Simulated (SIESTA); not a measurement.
The system is Te2Pt (Moncheite).

```
CELL_PARAMETERS angstrom
4.01000 0.00000 0.00000
-2.00500 3.47276 0.00000
0.00000 0.00000 5.20100
ATOMIC_POSITIONS crystal
Pt 0.00000 0.00000 0.00000
Te 0.66667 0.33333 0.75000
Te 0.33333 0.66667 0.25000
```

| Property | Result |
| --- | --- |
| Program | SIESTA 5.4.2 |
| Task | relaxation of cell and atoms |
| Functional | vdW-DF-cx |
| Potentials or basis | PseudoDojo 0.4 standard (PBE files) |
| Basis | DZP (energy shift 0.003 Ry; two zetas on semicore shells) |
| Grid cutoff | 800 Ry |
| Energy shift | 0.003 Ry |
| k mesh | 8 × 8 × 5 |
| Occupations | fermi-dirac, width 0.05 eV |
| Spin | no spin polarisation |

At the start: pressure 8.8 GPa; volume 24.14 Å³/atom.

Task: How do energy, volume and symmetry change on relaxing?

Result: Over 10 steps the energy falls by 62.5 meV/atom and the volume is 25.12 Å³/atom (+4.0 %); space group P-3m1 (No. 164, to 0.05 Å).

The path:
| step | energy change (eV) | largest force (eV/Å) | pressure (GPa) | volume (Å³) |
| --- | --- | --- | --- | --- |
| 1 | 0.0000 | 1.5462 | 8.83 | 72.43 |
| 2 | -0.1135 | 0.9442 | 4.92 | 73.82 |
| 3 | -0.1819 | 0.2216 | 0.41 | 75.79 |
| 4 | -0.1839 | 0.0960 | -0.40 | 76.11 |
| 5 | -0.1845 | 0.0687 | -0.52 | 76.11 |
| 6 | -0.1865 | 0.0297 | -0.63 | 75.84 |
| 7 | -0.1871 | 0.0232 | -0.36 | 75.62 |
| 8 | -0.1874 | 0.0064 | 0.00 | 75.41 |
| 9 | -0.1874 | 0.0051 | -0.01 | 75.41 |
| 10 | -0.1875 | 0.0082 | -0.05 | 75.36 |

Final structure:
```yaml
crystal:
  lattice:
    - [4.06240, -0.00016, -0.00005]
    - [-2.03134, 3.51806, 0.00005]
    - [-0.00007, 0.00004, 5.27316]
  atoms:
    - { symbol: Pt, position: [0.00000, 0.00000, 0.00000] }
    - { symbol: Te, position: [0.66667, 0.33333, 0.73417] }
    - { symbol: Te, position: [0.33333, 0.66667, 0.26583] }
```

Caveat: short orbitals over semicore shells can move pressures by several GPa; the potentials were made for another functional, which shifts forces and pressure; the basis of atomic orbitals isn't converged, which shifts pressures, moduli and gaps.
